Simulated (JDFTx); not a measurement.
Crystal: KCl (Sylvite).

```xyz
2
Lattice="0.0000 3.1465 3.1465 3.1465 0.0000 3.1465 3.1465 3.1465 0.0000" Properties=species:S:1:pos:R:3 pbc="T T T"
K     0.0000    0.0000    0.0000
Cl    3.1465    3.1465    3.1465
```

Base run:

* Program: JDFTx 1.7.0 (patched build)
* Functional: r2SCAN
* Potentials or basis: SG15-PBE-1.2
* Cutoff: 1088 eV
* Density cutoff: 8708 eV
* k mesh: 6 × 6 × 6
* Occupations: fermi-dirac, width 0.05 eV
* Spin: no spin polarisation

Its results: band gap on the k mesh 5.74 eV, direct; pressure -0.1 GPa.

**Question.** The run is repeated on the same cell with these changes: functional from r2SCAN to TASK. What comes out?

**Answer.** Band gap on the k mesh 8.49 eV, direct; pressure 6.5 GPa.

Caveats: the empty levels aren't tightly converged; the potentials were made for another functional, which shifts forces and pressure.

A k mesh can miss the band edges.

Not every run made on this cell is shown here.
